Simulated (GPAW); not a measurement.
# BeTe (Fm-3m) in GPAW: convergence with bands over the usual count

Aim: find how far bands over the usual count must go before the results for BeTe settle, at LDA. This setting moves, with any that are tied to it; all else stays.

All numbers are computed with GPAW 26.7.0; they aren't measurements. Logs are shortened: lines on timing, memory, paths and dates and some standing lists are left out, and cuts for length are marked. The log counts tension as positive stress, the text compression.

## 1. The structure

The structure is cubic, space group Fm-3m (No. 225). The conventional cell has a = 5.361 Å, b = 5.361 Å, c = 5.361 Å, α = 90.00°, β = 90.00°, γ = 90.00°. Be (site symmetry m-3m) is surrounded by 6 Te at 2.68 Å. Around Te (site symmetry m-3m) lie 6 Be at 2.68 Å.

The cell was built by a generator and needn't be a form met in nature.

## 2. With bands over the usual count 0.72

Input file run.py:

```python
from ase import Atoms
from ase.dft.bandgap import bandgap
from ase.io import write
from ase.units import GPa
from gpaw import GPAW, PW

atoms = Atoms(['Be', 'Te'],
              cell=[[0.0, 2.68031, 2.68031],
                    [2.68031, 0.0, 2.68031],
                    [2.68031, 2.68031, 0.0]],
              scaled_positions=[[0.5, 0.5, 0.5],
                                [0.0, 0.0, 0.0]],
              pbc=True)

calc = GPAW(mode=PW(800),
            xc='LDA',
            kpts={'size': (9, 9, 9), 'gamma': True},
            occupations={'name': 'fermi-dirac', 'width': 0.05},
            nbands=8,
            convergence={'density': 1e-05, 'energy': 1e-05},
            maxiter=100,
            txt='gpaw.txt')
atoms.calc = calc
energy = atoms.get_potential_energy()
forces = atoms.get_forces()
stress = atoms.get_stress()
calc.write('gs.gpw')
write('result.traj', atoms)
print(f'Energy: {energy:.6f} eV')
print('Forces (eV/A):')
print(forces.round(4))
print('Stress (GPa):', (stress / GPa).round(3))
print('Fermi level:', round(calc.get_fermi_level(), 4), 'eV')
print(f'Gap: {bandgap(calc)[0]:.4f} eV, direct: {bandgap(calc, direct=True)[0]:.4f} eV')
```

Potentials or basis: the program's PAW data sets (release 1.2.1) made for this functional, pw.

Started as:

```bash
$ OMP_NUM_THREADS=1 python run.py
```

gpaw.txt:

```text
__  _  _
 | _ |_)|_||  |
 |__||  | ||/\| - 26.7.0

Input parameters:
  mode=PW(ecut=800.0),
  convergence={'density': 1e-05, 'energy': 1e-05},
  kpts=MonkhorstPack(size=(9, 9, 9), gamma=True),
  maxiter=100,
  nbands=8,
  occupations=Occupations(name='fermi-dirac', width=0.05),
  xc=XC(name='LDA')

Diagonalizing LCAO Hamiltonian
Converting LCAO to pw mode

               Be

       Te

Atoms  # Å, Bohr magnetons
|   | symbol |        x |        y |        z |    initial magnetic moments |
|---|--------|----------|----------|----------|-----------------------------|
| 0 |     Be | 2.680310 | 2.680310 | 2.680310 | ( 0.0000,  0.0000,  0.0000) |
| 1 |     Te | 0.000000 | 0.000000 | 0.000000 | ( 0.0000,  0.0000,  0.0000) |

Unit cell  # Å
| periodic |        x |        y |        z |  lengths |    angles |
|----------|----------|----------|----------|----------|-----------|
|      yes | 0.000000 | 2.680310 | 2.680310 | 3.790531 | 60.000000 |
|      yes | 2.680310 | 0.000000 | 2.680310 | 3.790531 | 60.000000 |
|      yes | 2.680310 | 2.680310 | 0.000000 | 3.790531 | 60.000000 |

Number of symmetries: 48
Symmetry operations  # r_c * U_cc + t_c -> r_c
|    | kind |            matrix            |
|----|------|------------------------------|
|  0 |  σ   |  1, 0, 0,  1, 0,-1,  1,-1, 0 |
|  1 |  C2  |  1, 0, 0,  1,-1, 0,  1, 0,-1 |
|  2 |  E   |  1, 0, 0,  0, 1, 0,  0, 0, 1 |
|  3 |  σ   |  1, 0, 0,  0, 0, 1,  0, 1, 0 |
|  4 |  C4  |  1, 0,-1,  1, 0, 0,  1,-1, 0 |
|  5 |  S6  |  1, 0,-1,  1,-1, 0,  1, 0, 0 |
|  6 |  σ   |  1, 0,-1,  0, 1,-1,  0, 0,-1 |
|  7 |  C3  |  1, 0,-1,  0, 0,-1,  0, 1,-1 |
|  8 |  S6  |  1,-1, 0,  1, 0, 0,  1, 0,-1 |
|  9 |  C4  |  1,-1, 0,  1, 0,-1,  1, 0, 0 |
| 10 |  C3  |  1,-1, 0,  0,-1, 1,  0,-1, 0 |
| 11 |  σ   |  1,-1, 0,  0,-1, 0,  0,-1, 1 |
| 12 |  σ   |  0, 1, 0,  1, 0, 0,  0, 0, 1 |
| 13 |  C4  |  0, 1, 0,  0, 1,-1, -1, 1, 0 |
| 14 |  C3  |  0, 1, 0,  0, 0, 1,  1, 0, 0 |
| 15 |  S6  |  0, 1, 0, -1, 1, 0,  0, 1,-1 |
| 16 |  C2  |  0, 1,-1,  1, 0,-1,  0, 0,-1 |
| 17 |  σ   |  0, 1,-1,  0, 1, 0, -1, 1, 0 |
| 18 |  S4  |  0, 1,-1,  0, 0,-1,  1, 0,-1 |
| 19 |  C4  |  0, 1,-1, -1, 1, 0,  0, 1, 0 |
| 20 |  C3  |  0, 0, 1,  1, 0, 0,  0, 1, 0 |
| 21 |  σ   |  0, 0, 1,  0, 1, 0,  1, 0, 0 |
| 22 |  S6  |  0, 0, 1,  0,-1, 1, -1, 0, 1 |
| 23 |  C4  |  0, 0, 1, -1, 0, 1,  0,-1, 1 |
| 24 |  S4  |  0, 0,-1,  1, 0,-1,  0, 1,-1 |
| 25 |  C3  |  0, 0,-1,  0, 1,-1,  1, 0,-1 |
| 26 |  C2  |  0, 0,-1,  0,-1, 0, -1, 0, 0 |
| 27 |  S6  |  0, 0,-1, -1, 0, 0,  0,-1, 0 |
| 28 |  S4  |  0,-1, 1,  1,-1, 0,  0,-1, 0 |
| 29 |  C4  |  0,-1, 1,  0, 0, 1, -1, 0, 1 |
| 30 |  C2  |  0,-1, 1,  0,-1, 0,  1,-1, 0 |
| 31 |  σ   |  0,-1, 1, -1, 0, 1,  0, 0, 1 |
| 32 |  C3  |  0,-1, 0,  1,-1, 0,  0,-1, 1 |
| 33 |  S6  |  0,-1, 0,  0, 0,-1, -1, 0, 0 |
| 34 |  S4  |  0,-1, 0,  0,-1, 1,  1,-1, 0 |
| 35 |  C2  |  0,-1, 0, -1, 0, 0,  0, 0,-1 |
| 36 |  C2  | -1, 1, 0,  0, 1, 0,  0, 1,-1 |
| 37 |  S6  | -1, 1, 0,  0, 1,-1,  0, 1, 0 |
| 38 |  S4  | -1, 1, 0, -1, 0, 1, -1, 0, 0 |
| 39 |  C3  | -1, 1, 0, -1, 0, 0, -1, 0, 1 |
| 40 |  S6  | -1, 0, 1,  0, 0, 1,  0,-1, 1 |
| 41 |  C2  | -1, 0, 1,  0,-1, 1,  0, 0, 1 |
| 42 |  C3  | -1, 0, 1, -1, 1, 0, -1, 0, 0 |
| 43 |  S4  | -1, 0, 1, -1, 0, 0, -1, 1, 0 |
| 44 |  C2  | -1, 0, 0,  0, 0,-1,  0,-1, 0 |
| 45 |  i   | -1, 0, 0,  0,-1, 0,  0, 0,-1 |
| 46 |  σ   | -1, 0, 0, -1, 1, 0, -1, 0, 1 |
| 47 |  C2  | -1, 0, 0, -1, 0, 1, -1, 1, 0 |

BZ-sampling:
  Number of BZ points: 729
  Number of IBZ points: 35

  Monkhorst-Pack size: [9, 9, 9]
  Monkhorst-Pack shift: [0, 0, 0]

K-points  # in reciprocal-cell coordinates
|     |                                coordinates |     weight |
|-----|--------------------------------------------|------------|
|   0 | (  0.00000000,   0.00000000,   0.00000000) | 0.00137174 |
|   1 | (  0.11111111,   0.11111111,   0.00000000) | 0.00823045 |
|   2 | (  0.11111111,   0.11111111,   0.11111111) | 0.01097394 |
|   3 | (  0.22222222,   0.11111111,   0.11111111) | 0.01646091 |
|   4 | (  0.22222222,   0.22222222,   0.00000000) | 0.00823045 |
|   5 | (  0.22222222,   0.22222222,   0.11111111) | 0.03292181 |
|   6 | (  0.22222222,   0.22222222,   0.22222222) | 0.01097394 |
|   7 | (  0.33333333,   0.22222222,   0.11111111) | 0.03292181 |
|   8 | (  0.33333333,   0.22222222,   0.22222222) | 0.03292181 |
|   9 | (  0.33333333,   0.33333333,  -0.33333333) | 0.01646091 |
| ... |                                            |            |
|  34 | (  0.44444444,   0.44444444,   0.44444444) | 0.01097394 |

Plane wave coefficients: 2004
Cutoff: 800.0 eV

Spin-components: 1 (collinear spins)
Bands:           8
Projectors:      8
Spin-degeneracy: 2
Datatype:        complex128

Parallelization:
  kpt:    1
  domain: 1
  band:   1

Density:
  Valence electrons: 8.0
  Components: 1
  Grid points: [25 25 25]
  Charge: 0.0  # |e|

Potential:
  Grid points: [25 25 25]

species:
  Be:
    name:    Beryllium
    Z:       4.0
    valence: 2
    core:    2
    charge:  0.0  # [|e|]
    compensation charges:
      type: gauss
      rc: 0.25  # [Å]
      lmax: 2
    cutoffs:
      filter: 1.42  # [Å]
      core: 1.84  # [Å]
    projectors
    | kind |    occ | energy [eV] | rcut [Å] |
    |------|--------|-------------|----------|
    |   2s |  2.000 |      -5.600 |    0.794 |
    |   2p |  0.000 |      -2.099 |    0.794 |
    |    s |        |      21.612 |    0.794 |

    Using partial waves for Be as LCAO basis

  Te:
    name:    Tellurium
    Z:       52.0
    valence: 6
    core:    46
    charge:  0.0  # [|e|]
    compensation charges:
      type: gauss
      rc: 0.36  # [Å]
      lmax: 2
    cutoffs:
      filter: 2.09  # [Å]
      core: 3.17  # [Å]
    projectors
    | kind |    occ | energy [eV] | rcut [Å] |
    |------|--------|-------------|----------|
    |   5s |  2.000 |     -15.337 |    1.180 |
    |   5p |  4.000 |      -6.113 |    1.196 |
    |    s |        |      11.875 |    1.180 |
    |    p |        |      21.098 |    1.196 |
    |    d |        |       0.000 |    1.238 |

    Using partial waves for Te as LCAO basis

Reference energy: -185030.684589  # eV

eigensolver:
  PPCG
  Converge bands: occupied
  niter=2

density mixing:
  MSR1-Mixer
  Pratt-step length: 0.05
  Maximum mixing coefficient: 0.75
  Old densities: 10
  SVD Regularization: 0.005
  Good broyden scale: 1.0
  Trust region scale: 1.0
  Backstep threshold: 4.0
  History deletion threshold: 6.0
  Fourier metric: weight=20.0, sigma=0.015

occupation numbers:
  Fermi-Dirac:
    width: 0.0500  # eV

poisson solver:
  ecut: 6400.0  # eV

xc functional:
  name: None

convergence criteria:
- Maximum integral of absolute [dens]ity change: 1e-05 electrons / valence electron
- Maximum [total energy] change in last 3 cyles: 1e-05 eV / valence electron
- Maximum integral of absolute [eigenst]ate change: 4e-08 eV^2 / valence electron
maximum number of iterations: 100

SCF iterations
|iter     | |      energy | eigst |  dens |
|---------|-|-------------|-------|-------|
|iter:   1| |   -7.855257 | -0.36 |       |
|iter:   2| |   -7.857992 | -2.55 | -1.30 |
|iter:   3| |   -7.861545 | -3.54 | -1.32 |
|iter:   4| |   -7.861703 | -4.36 | -1.85 |
|iter:   5| |   -7.861744 | -5.96 | -2.66 |
|iter:   6| |   -7.861759c| -6.41 | -2.97 |
|iter:   7| |   -7.861759c| -8.23c| -4.58 |
|iter:   8| |   -7.861759c| -8.86c| -5.14c|

Converged in 8 steps
Energy contributions relative to reference atoms: (reference = -185030.684589)

Energy contributions:
  Kinetic:          10.422381
  Coulomb:          -8.761864
  Zero:              0.098408
  External:          0.000000
  Xc:               -9.618268
  Entropy:          -0.004829
  Spinorbit:         0.000000
  ----------------------------
  Free energy:      -7.864173
  Extrapolated:     -7.861759

dipole moment: (-22.975075, -22.975075, -22.975075)  # |e|*Ang

Fermi level: 6.876
Eigenvalues  # (at kpt = [0.000, 0.000, 0.000])
| band index |      eig [eV] | occ [0-2] |
|------------|---------------|-----------|
|          0 |        -6.487 |     2.000 |
|          1 |         6.602 |     1.992 |
|          2 |         6.602 |     1.992 |
|          3 |         6.602 |     1.992 |
|          4 |         9.889 |     0.000 |
|          5 |        13.108 |     0.000 |
|          6 |        13.108 |     0.000 |
|          7 |        13.108 |     0.000 |

No gap
No difference between direct/indirect transitions

Forces  # eV/Ang
|        x |        y |        z |
|----------|----------|----------|
|  0.00000 | -0.00000 | -0.00000 |  # Be   0
| -0.00000 |  0.00000 |  0.00000 |  # Te   1

Stress tensor  # eV/Ang^3
|         x |         y |         z |
|-----------|-----------|-----------|
|  0.024217 |  0.000000 | -0.000000 |
|  0.000000 |  0.024217 | -0.000000 |
| -0.000000 | -0.000000 |  0.024217 |

# Writing to gs.gpw (mode='')
```

Wall time 5 s (1 thread of Intel Xeon 6975P-C (Granite Rapids), shared host); peak memory 0.16 GiB.

Results:

* Free energy: -7.8642 eV
* Pressure: -3.9 GPa
* Band gap on the k mesh: none (metal or under the smearing width)

## 3. With bands over the usual count 0.8

run.py: that of step 2 with these lines changed.

```diff
@@ -18,3 +18,3 @@
             occupations={'name': 'fermi-dirac', 'width': 0.05},
-            nbands=8,
+            nbands=9,
             convergence={'density': 1e-05, 'energy': 1e-05},
```

Potentials or basis: the program's PAW data sets (release 1.2.1) made for this functional, pw.

Started as:

```bash
$ OMP_NUM_THREADS=1 python run.py
```

It took 5.5 s on 1 thread of Intel Xeon 6975P-C (Granite Rapids), shared host; peak memory 0.16 GiB.

Results (log left out):

```
Free energy            : -7.8642 eV
Pressure               : -3.9 GPa
Band gap on the k mesh : none (metal or under the smearing width)
```

## 4. With bands over the usual count 0.9

run.py: that of step 3 with these lines changed.

```diff
@@ -18,3 +18,3 @@
             occupations={'name': 'fermi-dirac', 'width': 0.05},
-            nbands=9,
+            nbands=10,
             convergence={'density': 1e-05, 'energy': 1e-05},
```

Started as:

```bash
$ OMP_NUM_THREADS=1 python run.py
```

Wall time 6.6 s (1 thread of Intel Xeon 6975P-C (Granite Rapids), shared host); peak memory 0.16 GiB.

Results (log left out):

```
Free energy            : -7.8642 eV
Pressure               : -3.9 GPa
Band gap on the k mesh : none (metal or under the smearing width)
```

## 5. With bands over the usual count 1

run.py: that of step 4 with these lines changed.

```diff
@@ -18,3 +18,3 @@
             occupations={'name': 'fermi-dirac', 'width': 0.05},
-            nbands=10,
+            nbands=11,
             convergence={'density': 1e-05, 'energy': 1e-05},
```

Started as:

```bash
$ OMP_NUM_THREADS=1 python run.py
```

Run time: 6.6 s. Hardware: 1 thread of Intel Xeon 6975P-C (Granite Rapids), shared host; peak memory 0.16 GiB.

The run converged. Its results:

| Property | Result |
| --- | --- |
| Free energy | -7.8642 eV |
| Pressure | -3.9 GPa |
| Band gap on the k mesh | none (metal or under the smearing width) |

## 6. With bands over the usual count 1.3

run.py: that of step 5 with these lines changed.

```diff
@@ -18,3 +18,3 @@
             occupations={'name': 'fermi-dirac', 'width': 0.05},
-            nbands=11,
+            nbands=15,
             convergence={'density': 1e-05, 'energy': 1e-05},
```

Potentials or basis: the program's PAW data sets (release 1.2.1) made for this functional, pw.

Started as:

```bash
$ OMP_NUM_THREADS=1 python run.py
```

Wall time 8.3 s (1 thread of Intel Xeon 6975P-C (Granite Rapids), shared host); peak memory 0.16 GiB.

Results (log left out):

```
Free energy            : -7.8642 eV
Pressure               : -3.9 GPa
Band gap on the k mesh : none (metal or under the smearing width)
```

## 7. With bands over the usual count 1.7

run.py: that of step 6 with these lines changed.

```diff
@@ -18,3 +18,3 @@
             occupations={'name': 'fermi-dirac', 'width': 0.05},
-            nbands=15,
+            nbands=19,
             convergence={'density': 1e-05, 'energy': 1e-05},
```

Started as:

```bash
$ OMP_NUM_THREADS=1 python run.py
```

Wall time 9 s (1 thread of Intel Xeon 6975P-C (Granite Rapids), shared host); peak memory 0.17 GiB.

Results (log left out):

| Property | Result |
| --- | --- |
| Free energy | -7.8642 eV |
| Pressure | -3.9 GPa |
| Band gap on the k mesh | none (metal or under the smearing width) |

## 8. With bands over the usual count 2.5

run.py: that of step 7 with these lines changed.

```diff
@@ -18,3 +18,3 @@
             occupations={'name': 'fermi-dirac', 'width': 0.05},
-            nbands=19,
+            nbands=28,
             convergence={'density': 1e-05, 'energy': 1e-05},
```

Started as:

```bash
$ OMP_NUM_THREADS=1 python run.py
```

Wall time 12 s (1 thread of Intel Xeon 6975P-C (Granite Rapids), shared host); peak memory 0.18 GiB.

It converged, with:

```
Free energy            : -7.8642 eV
Pressure               : -3.9 GPa
Band gap on the k mesh : none (metal or under the smearing width)
```

## 9. The series at a glance

```csv
bands over the usual count,"energy less the tightest run, at zero smearing (meV/atom)",SCF cycles,CPU time (s),peak memory (GiB)
0.72,0.00,8,4.8,0.16
0.8,0.00,9,5.5,0.16
0.9,0.00,9,6.3,0.16
1,0.00,9,6.3,0.16
1.3,0.00,8,8.1,0.16
1.7,0.00,8,8.6,0.17
2.5,0.00,8,12,0.18
```

Against the tightest run, the energy stays within 1 meV/atom from 0.72 on. The tightest run that finished is the yardstick and may itself not be fully converged.
